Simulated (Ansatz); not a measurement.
Here is an unrelaxed guess for ZnSe2.

```cif
data_structure
_symmetry_space_group_name_H-M 'Pnnm'
_symmetry_Int_Tables_number 58
_cell_length_a 5.0008
_cell_length_b 6.0708
_cell_length_c 3.7956
_cell_angle_alpha 90.000
_cell_angle_beta 90.000
_cell_angle_gamma 90.000
_cell_volume 115.23
loop_
_atom_site_label
_atom_site_type_symbol
_atom_site_symmetry_multiplicity
_atom_site_Wyckoff_symbol
_atom_site_fract_x
_atom_site_fract_y
_atom_site_fract_z
_atom_site_occupancy
Zn1 Zn 2 a 0.00000 0.00000 0.00000 1
Se1 Se 4 g 0.20300 0.37500 0.00000 1
```

These are results of DFT PBE, scalar-relativistic, plane waves, PAW (Ansatz), not measurements. Plane waves to 420 eV, a k mesh through Γ of 4×4×4 on the computed 6-atom cell and Gaussian smearing (0.10 eV); no spin polarisation.

Energies over the elements count from the elements' standard structures at the same level, with no fitted energy shifts.

Question: Estimate its pressure, forces and energy as it stands.

Answer: The pressure is 10.1 GPa (the mean over three directions, positive in compression), the largest force is 1.29 eV/Å, and the energy is −0.16 eV/atom against the elements. The shortest distance is 2.49 Å.

Question: Is it a good guess?

Answer: A fair one: relaxing gains about 0.14 eV/atom in 11 ionic steps and ends at −0.299 eV/atom on the finer mesh. The symmetry stays Pnnm (No. 58). The end has the marcasite type. The volume per atom grows by 15.3 %, from 19.2 to 22.1 Å³. The shortest distance goes from 2.49 Å (Zn–Se) to 2.40 Å (Se–Se). Conventional cell: a = 5.171 Å, b = 6.402 Å, c = 4.012 Å. Around Zn lie 6 Se at 2.67–2.68 Å; Se is surrounded by 1 Se at 2.40 Å and 3 Zn at 2.67–2.68 Å.

The last run used an 8×6×10 mesh (in the run's order of axes) for its 6-atom cell and Gaussian smearing of 0.01 eV. The reference form of Se is held partly by dispersion forces, which this level lacks. The relaxation can't lower the symmetry of the start, and the grade says only how near the guess is to its own end. A structure relaxed within its symmetry needn't be a true minimum.
